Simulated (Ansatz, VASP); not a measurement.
# Two plane-wave programs on Cu

File INCAR:

```
  PREC = Accurate
  ENCUT = 600
  EDIFF = 1E-6
  ISMEAR = 0
  SIGMA = 0.1
  LREAL = False
  LASPH = True
  NELM = 100
  ALGO = Normal
  ISIF = 3
  LWAVE = False
  LCHARG = False
  GGA = PE
  IBRION = 2
  NSW = 100
  EDIFFG = -0.01
```

Contents of KPOINTS:

```
Automatic mesh
0
Gamma
  30 30 30
```

The input POSCAR:

```
Cu
1.0
   -1.3056616138      1.3056616138      1.7605852098
    1.3056616138     -1.3056616138      1.7605852098
    1.3056616138      1.3056616138     -1.7605852098
Cu
1
Direct
    0.0000000000      0.0000000000      0.0000000000
```

Input for Ansatz:

```yaml
crystal:
  lattice:
    - [-1.3056616138, 1.3056616138, 1.7605852098]
    - [1.3056616138, -1.3056616138, 1.7605852098]
    - [1.3056616138, 1.3056616138, -1.7605852098]
  atoms:
    - { symbol: Cu, position: [0.0, 0.0, 0.0] }
basis:
  ecutwfc: 420
kpoints:
  mp_grid: { grid: [30, 30, 30] }
hamiltonian:
  xc: pbe
scf:
  occupations: { method: gaussian, width: 0.1 }
output:
  forces: true
  stress: true
  eigenvalues: true
relax:
  adjacent_minimum: "off"
  f_tol: 0.01
  max_steps: 80
  cell: { stress_tol: 0.05 }
```

Alike in both runs: task relaxation of cell and atoms; functional PBE; k mesh 30 × 30 × 30; occupations gaussian, width 0.1 eV; no spin polarisation.

```csv
,VASP,Ansatz
version,VASP 6.6.1,Ansatz 0.2.0
potentials or method,"VASP PAW PBE potentials, release 64 (Cu)","scalar-relativistic, plane waves, PAW"
plane-wave cutoff (eV),600,420
valence electrons in the cell,11,19
```

|  | VASP | Ansatz | Ansatz less VASP |
| --- | --- | --- | --- |
| gap on the k mesh at the Fermi level, each at its own relaxed structure (eV) | none | none | - |
| relaxed volume (Å³/atom) | 12.00 | 11.95 | -0.049 |
| relaxed cell length with the largest relative difference (Å) | 2.570 | 2.567 | -0.0035 |
| energy change over the relaxation (meV/atom) | -3 | -3 | -0.1 |

A gap of «none» marks a metal or a gap that the smearing closes. The two sets of potentials don't hold the same shells in valence.
